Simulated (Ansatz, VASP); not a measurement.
# Two plane-wave programs on TePb

Contents of INCAR:

```
  ALGO = Normal
  EDIFF = 1E-6
  ENCUT = 520
  GGA = PS
  ISIF = 2
  ISMEAR = 0
  LASPH = T
  LCHARG = F
  LREAL = F
  LWAVE = F
  NBANDS = 17
  NELM = 60
  PREC = Accurate
  SIGMA = 0.1
```

KPOINTS

```
k-points
0
Gamma
  10 10 10
```

File POSCAR:

```
TePb
1.0
    4.0022870000      0.0000000000      0.0000000000
    0.0000000000      4.0022870000      0.0000000000
    0.0000000000      0.0000000000      4.0022870000
Te Pb
1 1
Direct
    0.5936964291      0.5000000000      0.5000000000
    0.0000000000      0.0000000000      0.0000000000
```

Input for Ansatz:

```yaml
crystal:
  lattice:
    - [4.002287, 0.0, 0.0]
    - [0.0, 4.002287, 0.0]
    - [0.0, 0.0, 4.002287]
  atoms:
    - { symbol: Te, position: [0.5936964291, 0.5, 0.5] }
    - { symbol: Pb, position: [0.0, 0.0, 0.0] }
basis:
  ecutwfc: 420
kpoints:
  mp_grid: { grid: [10, 10, 10] }
hamiltonian:
  xc: pbesol
scf:
  occupations: { method: gaussian, width: 0.1 }
output:
  forces: true
  stress: true
  eigenvalues: true
```

Change from the starting cell: one atom moved.

Alike in both runs: task single point; functional PBEsol; k mesh 10 × 10 × 10; occupations gaussian, width 0.1 eV; no spin polarisation.

|  | VASP | Ansatz |
| --- | --- | --- |
| version | VASP 6.6.1 | Ansatz 0.2.0 |
| potentials or method | VASP PAW PBE potentials, release 64 (Te, Pb_d) | scalar-relativistic, plane waves, PAW |
| plane-wave cutoff (eV) | 520 | 420 |
| valence electrons in the cell | 20 | 30 |

VASP gave:

| Quantity | Value |
| --- | --- |
| gap on the k mesh at the Fermi level (eV) | none |
| pressure (GPa) | -1.5 |
| largest component of the traceless stress (GPa) | 0.24 |
| rms of the force components (eV/Å) | 0.033 |

Estimate Ansatz's values.

gap on the k mesh at the Fermi level (eV): none; pressure (GPa): -1.5; largest component of the traceless stress (GPa): 0.25; rms of the force components (eV/Å): 0.035.

Atom by atom the forces differ by 0.002 eV/Å (rms over components). A gap of «none» marks a metal or a gap that the smearing closes. With one functional, cell and mesh, what is left measures potentials, basis and numerics. The two sets of potentials don't hold the same shells in valence.

Caveats: the PAW data sets were made with another functional, which shifts forces and pressure a little (VASP). The runs have no spin-orbit coupling, so splittings on Pb, Te are missing.
